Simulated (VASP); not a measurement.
Input of a VASP 6.6.1 run:

File INCAR:

```
SYSTEM = Sn
ALGO = Normal
EDIFF = 1E-7
EDIFFG = -0.005
ENCUT = 580
GGA = PS
IBRION = 2
ISIF = 3
ISMEAR = 0
LASPH = .True.
LCHARG = .False.
LREAL = .False.
LWAVE = .False.
NELM = 100
NSW = 90
PREC = Accurate
SIGMA = 0.1
```

KPOINTS

```
k-points
0
Gamma
  16 16 16
  0 0 0
```

POSCAR

```
Sn
1.0
   -2.9161500000      2.9161500000      1.5911500000
    2.9161500000     -2.9161500000      1.5911500000
    2.9161500000      2.9161500000     -1.5911500000
Sn
2
Direct
    0.0000000000      0.0000000000      0.0000000000
    0.7500000000      0.2500000000      0.5000000000
```

Potentials or basis: VASP PAW PBE potentials, release 64 (Sn).

The run is started by

```console
$ cat potpaw_PBE.64/Sn/POTCAR > POTCAR
$ mpirun -np 1 vasp_std > vasp.out
```

Predict the space group after relaxing (to 0.05 Å).

I4_1/amd (No. 141).

Predict the relaxed volume.

26.91 Å³/atom.

What does it give for the band gap on the k mesh?

None (metal or under the smearing width).

Step by step:
| step | energy change (eV) | largest force (eV/Å) | pressure (GPa) | volume (Å³) |
| --- | --- | --- | --- | --- |
| 1 | 0.0000 | 0.0000 | -0.30 | 54.12 |
| 2 | -0.0012 | 0.0000 | 0.10 | 53.73 |
| 3 | -0.0012 | 0.0000 | 0.16 | 53.68 |
| 4 | -0.0013 | 0.0000 | 0.00 | 53.82 |

Caveat: the PAW data sets were made with another functional, which shifts forces and pressure a little.
